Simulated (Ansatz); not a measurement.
System: α-quartz-type GeO2 (metastable phase). Method: rVV10 (Ansatz, an electronic-structure program, plane waves, PAW).

Run with plane-wave cutoff 520 eV, 12×12×6 k mesh (along the axes of the cell as run), Fermi–Dirac smearing 0.01 eV, scalar-relativistic PAW data made under PBE.

On both sides of the equilibrium volume: at 13.470 Å³/atom the pressure is 0.87 GPa and the direct gap at Γ 2.984 eV; at 14.020 Å³/atom they are -0.79 GPa and 2.940 eV. The fitted bulk modulus is 41.4 GPa.

Task: Work out the volume deformation potential of this gap and its pressure coefficient, in two ways.

Result: a_V = dE_g/d ln V = (2.940 − 2.984)/ln(14.020/13.470) = -1.10 eV. Since dP = −B d ln V, dE_g/dP = −a_V/B = 27 meV/GPa. Straight from the pressures: (2.984 − 2.940)/(0.87 − (-0.79)) = 27 meV/GPa. At this level and over this range the gap at Γ widens under pressure.

Spin–orbit coupling is not included.

Note: the bulk modulus comes from volumes at which shape and atoms were relaxed.
